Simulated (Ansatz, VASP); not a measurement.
## One calculation of Re, two programs

```
Re
1.0
     0.00000    1.95547    1.95547
     1.95547    0.00000    1.95547
     1.95547    1.95547    0.00000
Re
1
Direct
  0.00000 0.00000 0.00000
```

Alike in both runs: task relaxation of cell and atoms; functional PBE; k mesh 18 × 18 × 18; occupations fermi-dirac, width 0.05 eV; no spin polarisation.

```csv
,VASP,Ansatz
version,VASP 6.6.1,Ansatz 0.2.0
potentials or method,"VASP PAW PBE potentials, release 64 (Re)","PAW with Ansatz's default frozen-core files, scalar-relativistic"
plane-wave cutoff (eV),600,420
valence electrons in the cell,7,15
```

VASP gave:

* relaxed volume (Å³/atom): 14.99
* relaxed cell length with the largest relative difference (Å): 2.767

Question: What did Ansatz give for the same quantities?

Answer: Relaxed volume (Å³/atom): 15.01; relaxed cell length with the largest relative difference (Å): 2.769.

The two sets of potentials don't hold the same shells in valence.

The runs have no spin-orbit coupling, so splittings on Re are missing.
